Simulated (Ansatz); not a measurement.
C: ideal fracture toughness from elastic constants and surface energies

Plane-wave DFT in Ansatz with scalar-relativistic PAW potentials. The crystal relaxes under PBE to P6_3/mmc with a = 2.512 Å, c = 4.180 Å, 5.71 Å³/atom. No spin polarisation.

Elastic constants with relaxed ions (PBE, cell P6_3/mmc with a = 2.512 Å, c = 4.180 Å, 420 eV, 12×12×6 k points) give Hill averages B = 433 GPa, G = 523 GPa, E = 1119 GPa and ν = 0.069. Slabs with like faces (PBEsol) give, in J/m²:
```csv
"face, outer plane",planes,as cut,relaxed
(101) C,24,8.24,7.27
(100) C,12,4.94,2.74
(102) C,23,8.29,6.72
(001) C,14,7.91,6.40
(110) C,9,5.39,3.39
```

Q: Estimate the Griffith toughness for cleavage on the cheapest of these faces, and the stress that breaks a crystal with an inner crack of half-length 1 μm.

A: The cheapest face computed is (100) C, γ = 2.74 J/m². A crack makes two faces, so G_c = 2γ = 5.48 J/m². In plane strain K_Ic = √(2γE/(1 − ν²)) = 2.48 MPa √m (3.33 with the unrelaxed γ). With σ_f = K_Ic/√(πa) and a = 1 μm the crystal breaks at 1401 MPa. The estimate takes isotropic averages for a single crystal and only the faces computed, and it counts no plastic work. Pugh's ratio G/B = 1.21 is above 0.65, on the brittle side, where Griffith's value is a fair lower bound.